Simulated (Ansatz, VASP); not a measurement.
# Hf in VASP and in Ansatz

INCAR

```
SYSTEM = Hf
PREC = Accurate ; ENCUT = 520
EDIFF = 1E-6 ; ISMEAR = -1
SIGMA = 0.03 ; LREAL = .FALSE.
LASPH = .TRUE. ; NELM = 100
ALGO = Normal ; ISIF = 2
LWAVE = .FALSE. ; LCHARG = .FALSE.
GGA = PE ; NBANDS = 11
```

The input KPOINTS:

```
regular mesh
0
G
  22 22 22
  0 0 0
```

Contents of POSCAR:

```
Hf
1.0
    0.0000000000      2.2200000000      2.2200000000
    2.2200000000      0.0000000000      2.2200000000
    2.2200000000      2.2200000000      0.0000000000
Hf
1
Direct
    0.0000000000      0.0000000000      0.0000000000
```

Input for Ansatz:

```yaml
crystal:
  lattice:
    - [0.0, 2.22, 2.22]
    - [2.22, 0.0, 2.22]
    - [2.22, 2.22, 0.0]
  atoms:
    - { symbol: Hf, position: [0.0, 0.0, 0.0] }
kpoints:
  mp_grid: { grid: [22, 22, 22] }
scf:
  occupations: { method: fermi_dirac, width: 0.03 }
hamiltonian:
  xc: pbe
  pseudopotentials: { kind: all_electron, lapw: { basis_error: 0.00025 } }
output:
  forces: true
  stress: true
  eigenvalues: true
```

Alike in both runs: task single point; functional PBE; k mesh 22 × 22 × 22; occupations fermi-dirac, width 0.03 eV; no spin polarisation.

|  | VASP | Ansatz |
| --- | --- | --- |
| version | VASP 6.6.1 | Ansatz 0.2.0 |
| potentials or method | VASP PAW PBE potentials, release 64 (Hf_pv) | all-electron LAPW, scalar-relativistic |
| plane-wave cutoff (eV) | 520 | see its input |

|  | VASP | Ansatz | Ansatz less VASP |
| --- | --- | --- | --- |
| pressure (GPa) | 2.7 | 3.2 | +0.47 |

Ansatz ran all-electron here, so the differences hold the error of VASP's frozen core and of both bases.

The runs have no spin-orbit coupling, so splittings on Hf are missing.
